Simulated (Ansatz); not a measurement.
Zincblende AlAs, relaxed with r2SCAN: 9 runs in Ansatz 0.2.0, each a construction of maximally localised Wannier functions. The symmetry is F-43m (No. 216, cubic); conventional cell a = 5.678 Å, 22.88 Å³ an atom. Al is surrounded by 4 As at 2.46 Å; As is surrounded by 4 Al at 2.46 Å. The values are computed, spin-unpolarised, and not measurements.

```yaml
crystal:
  lattice:
    - [0.00000, 2.83892, 2.83892]
    - [2.83892, 0.00000, 2.83892]
    - [2.83892, 2.83892, 0.00000]
  atoms:
    - { symbol: Al, position: [0.00000, 0.00000, 0.00000] }
    - { symbol: As, position: [0.25000, 0.25000, 0.25000] }
```

Windows count from the top of the filled bands; a dash means that no such window was set (without an outer window there is no disentanglement). Rows marked drawn have settings drawn at random (some not listed).

```json
{"functional": "PBE", "SCF mesh": "6×6×6", "trial orbitals": "As s, As p", "functions": "4", "mesh": "6×6×6", "window (eV)": "–", "frozen (eV)": "–", "settings": "chosen", "Ω total (Å²)": "7.64", "Ω invariant (Å²)": "6.97", "largest spread (Å²)": "1.91", "least projectability": "0.84", "interpolation miss of the model's filled bands (eV, to the nearest computed level)": "0.135"}
{"functional": "PBE", "SCF mesh": "6×6×6", "trial orbitals": "As s, As p", "functions": "4", "mesh": "4×4×4", "window (eV)": "–", "frozen (eV)": "–", "settings": "chosen", "Ω total (Å²)": "6.68", "Ω invariant (Å²)": "5.98", "largest spread (Å²)": "1.67", "least projectability": "0.86", "interpolation miss of the model's filled bands (eV, to the nearest computed level)": "0.326"}
{"functional": "PBE", "SCF mesh": "6×6×6", "trial orbitals": "As p", "functions": "3", "mesh": "6×6×6", "window (eV)": "–", "frozen (eV)": "–", "settings": "drawn", "Ω total (Å²)": "8.84", "Ω invariant (Å²)": "8.50", "largest spread (Å²)": "2.95", "least projectability": "0.69", "interpolation miss of the model's filled bands (eV, to the nearest computed level)": "0.131"}
{"functional": "r2SCAN", "SCF mesh": "6×6×6", "trial orbitals": "As s, As p", "functions": "4", "mesh": "6×6×6", "window (eV)": "–", "frozen (eV)": "–", "settings": "chosen", "Ω total (Å²)": "7.39", "Ω invariant (Å²)": "6.71", "largest spread (Å²)": "1.85", "least projectability": "0.85", "interpolation miss of the model's filled bands (eV, to the nearest computed level)": "0.104"}
{"functional": "r2SCAN", "SCF mesh": "6×6×6", "trial orbitals": "As p", "functions": "3", "mesh": "6×6×6", "window (eV)": "–", "frozen (eV)": "–", "settings": "chosen", "Ω total (Å²)": "8.56", "Ω invariant (Å²)": "8.25", "largest spread (Å²)": "2.85", "least projectability": "0.70", "interpolation miss of the model's filled bands (eV, to the nearest computed level)": "0.101"}
{"functional": "HSE06", "SCF mesh": "6×6×6", "trial orbitals": "As s, As p", "functions": "4", "mesh": "6×6×6", "window (eV)": "–", "frozen (eV)": "–", "settings": "chosen", "Ω total (Å²)": "7.34", "Ω invariant (Å²)": "6.68", "largest spread (Å²)": "1.83", "least projectability": "0.85", "interpolation miss of the model's filled bands (eV, to the nearest computed level)": "–"}
```

**Question.** Estimate from these rows what the further settings give.
```tsv
functional	SCF mesh	trial orbitals	functions	mesh	window (eV)	frozen (eV)	settings
HSE06	6×6×6	As p	3	6×6×6	–	–	chosen
PBE	6×6×6	As s, As p	4	8×8×8	–	–	chosen
PBE	6×6×6	As p (plain search)	3	6×6×6	–	–	drawn
```

**Answer.**
```tsv
functional	SCF mesh	trial orbitals	functions	mesh	window (eV)	frozen (eV)	settings	Ω total (Å²)	Ω invariant (Å²)	largest spread (Å²)	least projectability	interpolation miss of the model's filled bands (eV, to the nearest computed level)
HSE06	6×6×6	As p	3	6×6×6	–	–	chosen	8.57	8.25	2.86	0.70	–
PBE	6×6×6	As s, As p	4	8×8×8	–	–	chosen	8.08	7.44	2.02	0.83	0.057
PBE	6×6×6	As p (plain search)	3	6×6×6	–	–	drawn	9.19	8.50	3.06	0.69	0.134
```

For As s, As p with PBE the spread goes 6.68 Å² (4×4×4), 7.64 Å² (6×6×6), 8.08 Å² (8×8×8): finite differences on a coarse mesh understate it.

Spin-orbit coupling is left out.
